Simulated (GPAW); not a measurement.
## MoP: relaxation of cell and atoms with PBE+D3(BJ)

Crystal: MoP.

```xyz
2
Lattice="3.2230 0.0000 0.0000 -1.6115 2.7912 0.0000 0.0000 0.0000 3.1910" Properties=species:S:1:pos:R:3 pbc="T T T"
Mo    0.0000    0.0000    0.0000
P     0.0000    1.8608    1.5955
```

| Quantity | Value |
| --- | --- |
| Program | GPAW 26.7.0 |
| Task | relaxation of cell and atoms |
| Functional | PBE |
| Dispersion | D3(BJ) |
| Potentials or basis | GPAW PAW data sets (gpaw-data 1.2.1) |
| Cutoff | 600 eV |
| Basis | pw |
| k mesh | 7 × 7 × 6 |
| Occupations | fermi-dirac, width 0.05 eV |
| Spin | no spin polarisation |
| Maxiter | 150 |
| Optimizer | FIRE |
| Fmax | 0.05 eV/Å |
| Max steps | 60 |

| Property | Result |
| --- | --- |
| Relaxed volume | 14.10 Å³/atom |
| Relaxed cell | a = 3.205 Å, b = 3.205 Å, c = 3.169 Å, α = 90.00°, β = 90.00°, γ = 120.00° |
| Space group after relaxing (to 0.05 Å) | P-6m2 (No. 187) |
| Energy gained by relaxing | 3.4 meV/atom |
| Ionic steps | 9 |
| Pressure after relaxing | 0.0 GPa |
| Band gap on the k mesh | none (metal or under the smearing width) |
| Dispersion energy per atom | -0.640 eV |

The path:
```
step  energy change (eV)  largest force (eV/Å)  pressure (GPa)  volume (Å³)
   1              0.0000                0.0000           -4.22        28.71
   2             -0.0037                0.0000           -2.93        28.54
   3             -0.0067                0.0000           -0.67        28.27
   4             -0.0055                0.0000            1.91        27.98
   5             -0.0057                0.0000            1.76        27.99
   6             -0.0061                0.0000            1.45        28.03
   7             -0.0065                0.0000            1.03        28.08
   8             -0.0068                0.0000            0.53        28.13
   9             -0.0069                0.0000           -0.01        28.19
```

Final structure:
```cif
data_structure
_symmetry_space_group_name_H-M 'P 1'
_symmetry_Int_Tables_number 1
_cell_length_a 3.2053
_cell_length_b 3.2053
_cell_length_c 3.1687
_cell_angle_alpha 90.000
_cell_angle_beta 90.000
_cell_angle_gamma 120.000
_cell_volume 28.19
loop_
_atom_site_label
_atom_site_type_symbol
_atom_site_fract_x
_atom_site_fract_y
_atom_site_fract_z
_atom_site_occupancy
Mo1 Mo 0.00000 0.00000 0.00000 1
P1 P 0.33333 0.66667 0.50000 1
```

Levels at points of the mesh, in eV from the Fermi level:
```csv
k point,band 8,band 9,band 10,band 11,band 12,band 13
"(0.00, 0.00, 0.00)",-3.26,-0.59,0.38,0.38,4.30,4.30
"(0.00, 0.00, 0.50)",-2.67,-1.62,-1.62,1.45,3.05,3.05
```

It took 60 s on 1 thread of Arm Neoverse V2, with other jobs on the host, peak memory 0.22 GiB.

Caveat: later steps reuse the first step's grids; pairwise dispersion overbinds metals, which lowers pressure and volume.
